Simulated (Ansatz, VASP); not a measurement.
# TiC: VASP beside Ansatz

```xyz
2
Lattice="0.0000 2.1664 2.1664 2.1664 0.0000 2.1664 2.1664 2.1664 0.0000" Properties=species:S:1:pos:R:3 pbc="T T T"
Ti    0.0000    0.0000    0.0000
C     2.1664    2.1664    2.1664
```

Alike in both runs: functional PBE; k mesh 14 × 14 × 14; occupations fermi-dirac, width 0.03 eV; no spin polarisation.

Ansatz relaxed the structure, and its values are those at the end. VASP's run is a single point on that final structure, the one shown.

|  | VASP | Ansatz |
| --- | --- | --- |
| version | VASP 6.6.1 | Ansatz 0.2.0 |
| potentials or method | VASP PAW PBE potentials, release 64 (Ti_sv, C) | PAW with Ansatz's default frozen-core files, scalar-relativistic |
| plane-wave cutoff (eV) | 520 | 420 |
| valence electrons in the cell | 16 | 16 |

|  | VASP | Ansatz | Ansatz less VASP |
| --- | --- | --- | --- |
| pressure (GPa) | 0.2 | 0.0 | -0.19 |
